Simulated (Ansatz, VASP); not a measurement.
**Two plane-wave programs on B**

```
B
1.0
     6.22805    0.00000    0.00000
     0.00000    6.22805    0.00000
     0.00000    0.00000    3.45148
B
12
Direct
  0.12780 0.41092 0.97616
  0.87220 0.58908 0.47616
  0.58908 0.12780 0.72616
  0.41092 0.87220 0.22616
  0.87220 0.41092 0.02384
  0.12780 0.58908 0.52384
  0.41092 0.12780 0.27384
  0.58908 0.87220 0.77384
  0.62379 0.62379 0.62500
  0.37621 0.37621 0.12500
  0.37621 0.62379 0.37500
  0.62379 0.37621 0.87500
```

Alike in both runs: functional PBE; k mesh 4 × 4 × 4; occupations gaussian, width 0.1 eV; no spin polarisation.

Ansatz relaxed the structure, and its values are those at the end. VASP's run is a single point on that final structure, the one shown.

|  | VASP | Ansatz |
| --- | --- | --- |
| version | VASP 6.6.1 | Ansatz 0.2.0 |
| potentials or method | VASP PAW PBE potentials, release 64 (B) | scalar-relativistic, plane waves, PAW |
| plane-wave cutoff (eV) | 520 | 420 |
| valence electrons in the cell | 36 | 36 |

|  | VASP | Ansatz | Ansatz less VASP |
| --- | --- | --- | --- |
| gap on the k mesh at the Fermi level (eV) | none | none | - |
| pressure (GPa) | 0.1 | 0.1 | +0.01 |
| rms of the force components (eV/Å) | 0.015 | 0.015 | +0.0002 |

A gap of «none» marks a metal or a gap that the smearing closes.

Caveats: the k mesh is coarse (spacing up to 0.46 Å⁻¹), so the values aren't converged.
